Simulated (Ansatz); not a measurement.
# Germanium, omega (AlB2-type) under revPBE: ground state and equation of state

The plan for germanium in the omega (AlB2-type) structure: relax it, solve it on a dense k-mesh, then scale the cell to 7 volumes from 88 to 112 % of the relaxed one and try a fit of the equation of state. Spin polarisation is left out. The k-meshes are 8×8×11 for the relaxation; 10×10×15 for the dense run; 8×8×13 for the volumes.

Computed with Ansatz 0.2.0 (DFT revPBE, plane waves (420 eV) with PAW, scalar-relativistic; the PAW data stem from PBE, with regenerated cores, unless a step says otherwise).

## (1) Starting point

The structure is hexagonal, space group P6/mmm (No. 191). Conventional cell: a = 4.773 Å, b = 4.773 Å, c = 2.926 Å, α = 90.00°, β = 90.00°, γ = 120.00°. Ge (site symmetry 6/mmm) has 14 Ge at 2.93 to 3.12 Å as nearest neighbours. Ge (site symmetry -6m2) is surrounded by 11 Ge at 2.76 to 3.12 Å.

Coordinates:

```
CELL_PARAMETERS angstrom
4.77273 0.00000 0.00000
-2.38636 4.13331 0.00000
0.00000 0.00000 2.92568
ATOMIC_POSITIONS crystal
Ge 0.00000 0.00000 0.00000
Ge 0.33333 0.66667 0.50000
Ge 0.66667 0.33333 0.50000
```

## (2) Relaxation of the cell

Contents of input.yaml:

```yaml
crystal:
  lattice:
    - [4.7727297598, 0.0, 0.0]
    - [-2.3863648799, 4.1333052174, 0.0]
    - [0.0, 0.0, 2.9256833427]
  atoms:
    - { symbol: Ge, position: [0.0, 0.0, 0.0] }
    - { symbol: Ge, position: [0.3333333333, 0.6666666667, 0.5] }
    - { symbol: Ge, position: [0.6666666667, 0.3333333333, 0.5] }
hamiltonian:
  xc: revpbe
  pseudopotentials:
    kind: paw
    azcp:
      Ge: "pseudopotentials/Ge.paw.azcp"
basis:
  ecutwfc: 420
  fft_grid_basis: typed
kpoints:
  mp_grid: { grid: [8, 8, 11], shift: [0, 0, 0] }
magnetization:
  spin_polarized: false
scf:
  occupations: { method: fermi_dirac, width: 0.1 }
relax:
  max_steps: 60
  f_tol: 0.01
  cell: {}
```

Log, cut to the lines that bear on the results:

```text
Warning: RAYON_NUM_THREADS=2 ignored (pool sized by the plan → 2); use --threads N
[...]
Pseudopotentials: kind: paw
Pseudopotential: Ge, paw, valence charge 14, recommended cutoff 420 eV (normal), <dir>
Functional definition: revPBE
[...]
Crystal: 3 atoms, lattice volume = 57.715 Å³
Basis set: ecut = 420 eV, 1119 PW (Γ), exchange–correlation on 64×64×40 points (8 copies of the dense FFT grid, shifted against one another)
Bands: 26, of which v1, the nominal top of the filled ones, is band 21 counted from 1 (20 counted from 0)
Symmetry: 24 space group operations
Space group: P6/mmm (ITA 191), of the structure as read, at distance tolerance 3.9e-5 Å
k-points: 60 of 704
[...]
SCF iter   1: F=—  HF=-12896.133371 eV  |F-HF|=—  |Δ(HF+E_count)|=         —  Δρ=2.57e-3  dr2=2.97e-3  ethr=1.77e-3  ⟨swp⟩=5.3  Hψ=5737  notcnv=0
[...]
relax step   1: F+E_penalty+E_count = -12896.13181049 eV  Δ(F+E_penalty+E_count) = +0.000e0 eV  max|allowed force component| = 1.449e-16 eV/Å  Δτ_max = 0.0000 Å  P = +2.174 GPa  Ω = 57.715 Å³  (6 SCF iters, dr2 threshold 1.00e-7 eV, accepted)
[...]
relax step   6: F+E_penalty+E_count = -12896.19400173 eV  Δ(F+E_penalty+E_count) = -2.048e-5 eV  max|allowed force component| = 9.714e-17 eV/Å  Δτ_max = 0.0000 Å  P = -0.002 GPa  Ω = 59.184 Å³  energy of the carried Pulay correction = -2.549e-4 eV  (3 SCF iters, dr2 threshold 2.15e-8 eV, accepted)
[...]
relax step   7: F+E_penalty+E_count = -12896.19444503 eV  Δ(F+E_penalty+E_count) = -4.433e-4 eV  max|allowed force component| = 9.714e-17 eV/Å  Δτ_max = 0.0000 Å  P = +0.013 GPa  Ω = 59.184 Å³  stress off target by 1.89e-2 GPa  SCF on the basis re-selected at this cell (its energy is not [...]
SCF converged after 7 iterations
Free energy (F): -12896.194445 eV
[...]
E sigma→0 (E₀):  -12896.172663 eV
Entropy (-TS):   -0.043563 eV (-14.521 meV/atom)
Fermi energy:    10.455315 eV
[...]
--- Forces (eV/Å), atoms counted from 1 ---
  atom   1  Ge     0.00000000     0.00000000     0.00000000
  atom   2  Ge     0.00000000     0.00000000     0.00000000
  atom   3  Ge    -0.00000000    -0.00000000    -0.00000000
[...]
--- Stress (GPa, compression-positive) ---
        0.018870      -0.000000       0.000000
        0.000000       0.018870       0.000000
        0.000000       0.000000       0.000275
  P = ⅓ Tr σ = 0.0127 GPa (0.127 kbar)
--- Relaxed structure (6 steps of the walk, 6 accepted, 1 SCFs on fresh bases) ---
  F+E_penalty+E_count = -12896.19444503 eV   max|allowed force component| = 9.714e-17 eV/Å   (the final SCF, on the basis selected at the relaxed cell)
  cell:  # Å, volume = 59.1842 Å³
    - [4.936217488839308, 5.093648684543765e-33, 1.5856920829260549e-34]
    - [-2.468108744419654, 4.27488974393987, 7.446651716899913e-34]
    - [9.720292468128141e-35, 5.832175480876881e-34, 2.804701016660226]
  atoms:
    - { symbol: Ge, position: [6.078269438818839e-34, -1.6530849347721037e-34, 0.0] }
    - { symbol: Ge, position: [0.33333333333333326, 0.6666666666666665, 0.5] }
    - { symbol: Ge, position: [0.6666666666666666, 0.33333333333333326, 0.5] }
```

Run time: 11 s. Hardware: 2 threads of Arm Neoverse V2, shared host; peak memory 0.37 GiB.

Relaxation path:

| step | energy change (meV/atom) | largest force (eV/Å) | pressure (GPa) | volume (Å³/atom) |
| --- | --- | --- | --- | --- |
| 1 | 0.00 | 0.0000 | 2.17 | 19.238 |
| 2 | -14.98 | 0.0000 | -0.65 | 20.030 |
| 3 | -19.35 | 0.0000 | -1.00 | 20.054 |
| 4 | -20.57 | 0.0000 | -0.31 | 19.832 |
| 5 | -20.72 | 0.0000 | -0.04 | 19.742 |
| 6 | -20.73 | 0.0000 | 0.00 | 19.728 |
| 7 | -20.88 | 0.0000 | 0.01 | 19.728 |

Steps that repeat a cell are solved on a basis chosen anew, so their changes of energy are no gain of the relaxation.

The cell of the run, before and after:

|  | before | after | change |
| --- | --- | --- | --- |
| a (Å) | 4.773 | 4.936 | +3.4 % |
| b (Å) | 4.773 | 4.936 | +3.4 % |
| c (Å) | 2.926 | 2.805 | -4.1 % |
| volume (Å³/atom) | 19.238 | 19.728 | +2.5 % |
| shortest distance (Å) | 2.756 | 2.805 | +1.8 % |
| space group (spins left aside) | P6/mmm | P6/mmm | same |

## (3) Single point on a dense mesh

Contents of input.yaml:

```yaml
crystal:
  lattice:
    - [4.9362174888, 0.0, 0.0]
    - [-2.4681087444, 4.2748897439, 0.0]
    - [0.0, 0.0, 2.8047010167]
  atoms:
    - { symbol: Ge, position: [0.0, 1.0, 0.0] }
    - { symbol: Ge, position: [0.3333333333, 0.6666666667, 0.5] }
    - { symbol: Ge, position: [0.6666666667, 0.3333333333, 0.5] }
hamiltonian:
  xc: revpbe
  pseudopotentials:
    kind: paw
    azcp:
      Ge: "pseudopotentials/Ge.paw.azcp"
basis:
  ecutwfc: 420
  fft_grid_basis: typed
kpoints:
  mp_grid: { grid: [10, 10, 15], shift: [0, 0, 0] }
magnetization:
  spin_polarized: false
scf:
  occupations: { method: fermi_dirac, width: 0.1 }
```

Log, cut to the lines that bear on the results:

```text
Warning: RAYON_NUM_THREADS=2 ignored (pool sized by the plan → 2); use --threads N
[...]
[... 3 set-up lines as earlier in the session ...]
[...]
Crystal: 3 atoms, lattice volume = 59.184 Å³
Basis set: ecut = 420 eV, 1155 PW (Γ)
Bands: 25, of which v1, the nominal top of the filled ones, is band 21 counted from 1 (20 counted from 0)
[... 2 set-up lines as earlier in the session ...]
k-points: 112 of 1500
[...]
SCF iter   1: F=—  HF=-12896.177472 eV  |F-HF|=—  |Δ(HF+E_count)|=         —  Δρ=2.44e-3  dr2=2.55e-3  ethr=1.77e-3  ⟨swp⟩=5.6  Hψ=23045  notcnv=0  defer=51
[...]
SCF iter   7: F=-12896.176056 eV  HF=-12896.176056 eV  |F-HF|=1.21e-8  |Δ(HF+E_count)|=   6.91e-8  Δρ=4.13e-6  dr2=9.09e-9  ethr=1.78e-10  ⟨swp⟩=2.0  Hψ=6074  notcnv=0
[...]
SCF converged after 7 iterations
Free energy (F): -12896.176056 eV
[...]
E sigma→0 (E₀):  -12896.151114 eV
Entropy (-TS):   -0.049884 eV (-16.628 meV/atom)
Fermi energy:    10.515369 eV
[...]
```

It took 3.9 s on 2 threads of Arm Neoverse V2, shared host; peak memory 0.4 GiB.

## (4) The cell scaled to 88 % of its volume

input.yaml: that of step 3 with these lines changed.

```diff
@@ -2,5 +2,5 @@
   lattice:
-    - [4.9362174888, 0.0, 0.0]
-    - [-2.4681087444, 4.2748897439, 0.0]
-    - [0.0, 0.0, 2.8047010167]
+    - [4.730298099, 0.0, 0.0]
+    - [-2.3651490495, 4.0965583212, 0.0]
+    - [0.0, 0.0, 2.6877000289]
   atoms:
@@ -19,3 +19,3 @@
 kpoints:
-  mp_grid: { grid: [10, 10, 15], shift: [0, 0, 0] }
+  mp_grid: { grid: [8, 8, 13], shift: [0, 0, 0] }
 magnetization:
@@ -24 +24,4 @@
   occupations: { method: fermi_dirac, width: 0.1 }
+  lower_state_search: "off"
+output:
+  stress: true
```

Log, cut to the lines that bear on the results:

```text
Warning: RAYON_NUM_THREADS=2 ignored (pool sized by the plan → 2); use --threads N
[...]
[... 3 set-up lines as earlier in the session ...]
[...]
Crystal: 3 atoms, lattice volume = 52.082 Å³
Basis set: ecut = 420 eV, 1023 PW (Γ)
Bands: 25, of which v1, the nominal top of the filled ones, is band 21 counted from 1 (20 counted from 0)
[... 1 set-up line as earlier in the session ...]
Space group: P6/mmm (ITA 191), of the structure as read, at distance tolerance 3.7e-5 Å
k-points: 70 of 832
[...]
SCF iter   1: F=—  HF=-12895.983242 eV  |F-HF|=—  |Δ(HF+E_count)|=         —  Δρ=2.92e-3  dr2=2.06e-3  ethr=1.77e-3  ⟨swp⟩=5.3  Hψ=6479  notcnv=0
[...]
SCF iter   6: F=-12895.982562 eV  HF=-12895.982562 eV  |F-HF|=2.50e-8  |Δ(HF+E_count)|=   2.63e-8  Δρ=4.92e-6  dr2=5.20e-9  ethr=2.38e-10  ⟨swp⟩=4.0  Hψ=6110  notcnv=0
[...]
SCF converged after 6 iterations
Free energy (F): -12895.982562 eV
[...]
E sigma→0 (E₀):  -12895.962211 eV
Entropy (-TS):   -0.040700 eV (-13.567 meV/atom)
Fermi energy:    12.418756 eV
[...]
--- Stress (GPa, compression-positive) ---
        9.781151       0.000000       0.000000
        0.000000       9.781151       0.000000
        0.000000       0.000000      11.681087
  P = ⅓ Tr σ = 10.4145 GPa (104.145 kbar)
```

Wall time 1.8 s (2 threads of Arm Neoverse V2, shared host); peak memory 0.34 GiB.

## (5) The cell scaled to 92 % of its volume

input.yaml: that of step 4 with these lines changed.

```diff
@@ -2,5 +2,5 @@
   lattice:
-    - [4.730298099, 0.0, 0.0]
-    - [-2.3651490495, 4.0965583212, 0.0]
-    - [0.0, 0.0, 2.6877000289]
+    - [4.8009099734, 0.0, 0.0]
+    - [-2.4004549867, 4.1577099983, 0.0]
+    - [0.0, 0.0, 2.7278208697]
   atoms:
```

Log, cut to the lines that bear on the results:

```text
Warning: RAYON_NUM_THREADS=2 ignored (pool sized by the plan → 2); use --threads N
[...]
[... 3 set-up lines as earlier in the session ...]
[...]
Crystal: 3 atoms, lattice volume = 54.449 Å³
Basis set: ecut = 420 eV, 1041 PW (Γ)
Bands: 25, of which v1, the nominal top of the filled ones, is band 21 counted from 1 (20 counted from 0)
[... 1 set-up line as earlier in the session ...]
Space group: P6/mmm (ITA 191), of the structure as read, at distance tolerance 3.8e-5 Å
k-points: 70 of 832
[...]
SCF iter   1: F=—  HF=-12896.105172 eV  |F-HF|=—  |Δ(HF+E_count)|=         —  Δρ=2.65e-3  dr2=2.40e-3  ethr=1.77e-3  ⟨swp⟩=5.4  Hψ=6436  notcnv=0
[...]
SCF iter   6: F=-12896.103917 eV  HF=-12896.103917 eV  |F-HF|=1.65e-9  |Δ(HF+E_count)|=   1.90e-8  Δρ=3.56e-6  dr2=2.50e-9  ethr=1.98e-10  ⟨swp⟩=4.0  Hψ=5678  notcnv=0
[...]
SCF converged after 6 iterations
Free energy (F): -12896.103917 eV
[...]
E sigma→0 (E₀):  -12896.083022 eV
Entropy (-TS):   -0.041791 eV (-13.930 meV/atom)
Fermi energy:    11.701641 eV
[...]
--- Stress (GPa, compression-positive) ---
        5.652335       0.000000       0.000000
        0.000000       5.652335       0.000000
        0.000000       0.000000       7.214724
  P = ⅓ Tr σ = 6.1731 GPa (61.731 kbar)
```

Wall time 1.9 s (2 threads of Arm Neoverse V2, shared host); peak memory 0.35 GiB.

(Part 1 of 2 ends here.)
